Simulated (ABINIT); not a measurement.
**ZnS (Wurtzite-2H): single point with WC**

**Measured values to compare with.**

From a printed reference work, monograph, for a bulk crystal of ZnS at 4 K: band gap 3.911 eV (direct).

ZnS (Wurtzite-2H):

```
Zn S
1.0
     3.81100    0.00000    0.00000
    -1.90550    3.30042    0.00000
     0.00000    0.00000    6.23400
Zn S
2 2
Direct
  0.66667 0.33333 0.50000
  0.33333 0.66667 0.00000
  0.66667 0.33333 0.88500
  0.33333 0.66667 0.38500
```

```json
{
  "Program": "ABINIT 10.8.3 (patched build)",
  "Task": "single point",
  "Functional": "WC",
  "Potentials or basis": "JTH PAW PBE v2.0",
  "Cutoff": "707 eV",
  "k mesh": "8 × 8 × 5",
  "Occupations": "fermi-dirac, width 0.05 eV",
  "Spin": "no spin polarisation"
}
```

| Item | Value |
| --- | --- |
| Pressure | -1.3 GPa |
| Largest force | 0.309 eV/Å |
| Band gap on the k mesh | 2.07 eV, direct |
| Valence electrons inside the program's atomic spheres | Zn 10.81; S 3.61, 3.59 |

Forces on the atoms (eV/Å):
```
Zn   0.000  0.000  0.309
Zn   0.000  0.000  0.309
S    0.000  0.000 -0.309
S    0.000  0.000 -0.309
```

Stress tensor (GPa, compression positive):
```
-0.67  0.00  0.00
 0.00 -0.67  0.00
 0.00  0.00 -2.51
```

Levels at points of the mesh, in eV from the valence-band top:
```
           k point  band 14  band 15  band 16  band 17  band 18  band 19  band 20  band 21  band 22
(0.00, 0.00, 0.00)    -0.87    -0.87    -0.01    -0.01     0.00     2.07     2.85     6.19     6.19
(0.50, 0.00, 0.00)    -4.26    -3.20    -2.28    -1.59    -0.99     3.47     4.14     5.03     7.17
```

It took 2.5 min on 1 thread of Arm Neoverse V2 (shared host), peak memory 0.19 GiB.

A measured gap of ZnS is 3.911 eV (direct; 4 K; a printed reference work, monograph); the calculated 2.07 eV misses it by -1.84 eV. The value is that of WC, without temperature or zero-point motion. Semilocal functionals fall short of measured gaps as a rule.

Caveat: the PAW data sets were made with another functional, which shifts forces and pressure a little.
